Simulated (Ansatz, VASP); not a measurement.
**MgZnO4 in VASP and in Ansatz**

```xyz
6
Lattice="3.4351 0.0000 0.0000 0.0000 3.4351 0.0000 0.0000 0.0000 4.9302" Properties=species:S:1:pos:R:3 pbc="T T T"
Mg    0.0000    0.0000    0.0000
Zn    1.7176    1.7176    2.4651
O     1.7176    0.0000    3.6181
O     0.0000    1.7176    1.3120
O     1.7176    0.0000    1.3120
O     0.0000    1.7176    3.6181
```

Change from the starting cell: species swapped into the NaYF4 type (P4/mmm, No. 123).

Alike in both runs: task single point; functional PBE; k mesh 6 × 6 × 4; occupations gaussian, width 0.1 eV; no spin polarisation.

|  | VASP | Ansatz |
| --- | --- | --- |
| version | VASP 6.6.1 | Ansatz 0.2.0 |
| potentials or method | VASP PAW PBE potentials, release 64 (Mg, Zn, O) | scalar-relativistic, plane waves, PAW |
| plane-wave cutoff (eV) | 520 | 420 |
| valence electrons in the cell | 38 | 46 |

Ansatz gave:

```
gap on the k mesh at the Fermi level (eV)       : none
pressure (GPa)                                  : 6.9
largest component of the traceless stress (GPa) : 2.20
rms of the force components (eV/Å)              : 0.447
```

Question: Estimate VASP's values.

Answer: gap on the k mesh at the Fermi level (eV): none; pressure (GPa): 7.3; largest component of the traceless stress (GPa): 2.03; rms of the force components (eV/Å): 0.480.

Atom by atom the forces differ by 0.033 eV/Å (rms over components). A gap of «none» marks a metal or a gap that the smearing closes. The two sets of potentials don't hold the same shells in valence.

Caveats: forces of over 1 eV/Å show positions far from the minimum, so gaps and moduli don't describe the material at rest.
